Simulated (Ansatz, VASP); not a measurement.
## NiO2: VASP beside Ansatz

Contents of INCAR:

```
SYSTEM = NiO2
PREC = Accurate
ENCUT = 520
EDIFF = 1E-6
ISMEAR = 0
SIGMA = 0.05
LREAL = .False.
LASPH = .True.
NELM = 60
ALGO = Normal
ISIF = 2
LWAVE = .False.
LCHARG = .False.
NBANDS = 18
```

File KPOINTS:

```
Automatic mesh
0
Gamma
  12 12 6
  0 0 0
```

The input POSCAR:

```
NiO2
1.0
    2.8038519370      0.0000000000      0.0000000000
   -1.4019259685      2.4282070059      0.0000000000
    0.0000000000      0.0000000000      4.0838103463
Ni O
1 2
Direct
    0.0000000000      0.0000000000      0.5000000000
    0.6666666667      0.3333333333      0.6829609091
    0.3333333333      0.6666666667      0.3170390909
```

Input for Ansatz:

```yaml
crystal:
  lattice:
    - [2.803851937, 0.0, 0.0]
    - [-1.4019259685, 2.4282070059, 0.0]
    - [0.0, 0.0, 4.0838103463]
  atoms:
    - { symbol: Ni, position: [0.0, 0.0, 0.5] }
    - { symbol: O, position: [0.6666666667, 0.3333333333, 0.6829609091] }
    - { symbol: O, position: [0.3333333333, 0.6666666667, 0.3170390909] }
basis:
  ecutwfc: 520.0
kpoints:
  mp_grid: { grid: [12, 12, 6] }
hamiltonian:
  xc: lda
  pseudopotentials: { kind: paw }
scf:
  occupations: { method: gaussian, width: 0.05 }
output:
  forces: true
  stress: true
  eigenvalues: true
```

Alike in both runs: task single point; functional LDA; k mesh 12 × 12 × 6; occupations gaussian, width 0.05 eV; no spin polarisation.

```csv
,VASP,Ansatz
version,VASP 6.6.1,Ansatz 0.2.0
potentials or method,"VASP PAW LDA potentials, release 64 (Ni, O)","scalar-relativistic, plane waves, PAW"
plane-wave cutoff (eV),520,520
valence electrons in the cell,22,30
```

Ansatz gave:

| Property | Result |
| --- | --- |
| gap on the k mesh at the Fermi level (eV) | 0.61 |
| least direct gap on the mesh (eV) | 1.17 |
| pressure (GPa) | 24.5 |
| largest component of the traceless stress (GPa) | 3.05 |
| rms of the force components (eV/Å) | 1.557 |

Problem. Estimate VASP's values.

Solution. gap on the k mesh at the Fermi level (eV): 0.58; least direct gap on the mesh (eV): 1.12; pressure (GPa): 26.0; largest component of the traceless stress (GPa): 1.80; rms of the force components (eV/Å): 1.588.

Atom by atom the forces differ by 0.031 eV/Å (rms over components). The two sets of potentials don't hold the same shells in valence.

Caveats: so large a pressure means that the cell lies far from this level's equilibrium, or that cutoff or potentials fall short (VASP); forces of over 1 eV/Å show positions far from the minimum, so gaps and moduli don't describe the material at rest. A k mesh can miss the band edges. Spin polarisation is off, so any magnetic state and its effect on volume and gap are missing.
